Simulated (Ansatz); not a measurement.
## Could MoP exist in this structure?

Plane-wave DFT in Ansatz with scalar-relativistic PAW potentials. The crystal relaxes under PBE to P-6m2 with a = 3.241 Å, c = 3.195 Å, 14.53 Å³/atom. No spin polarisation.

Space group P-6m2 (No. 187). a = 3.241 Å, b = 3.241 Å, c = 3.195 Å, α = 90.00°, β = 90.00°, γ = 120.00°
```tsv
atom	site	symmetry	x	y	z
Mo	1a	-6m2	0.0000	0.0000	0.0000
P	1d	-6m2	0.3333	0.6667	0.5000
```

Question: Test it against the elements, against displacements at the zone centre and against strain.

Answer:
- Energy over the elements: -0.684 eV/atom (PBE, standard states in the same functional, gases uncorrected)
- Optical modes at Γ: all 3 real, 406 to 411 cm⁻¹ (PBEsol, no gap at this level, so no LO-TO term)
- Least eigenvalue of the elastic tensor: 113 GPa (PBEsol, smearing 0.15 eV on a cell relaxed with it; where the run has no gap this value hangs on mesh and smearing)

It passes all three tests. So it is a local minimum against everything tried and bound against the elements. Modes at other wave vectors, other structures and decomposition into other compounds weren't tested here. The modes and the tensor belong to cells relaxed at their own level (14.15 Å³/atom for the tensor), not to the cell shown.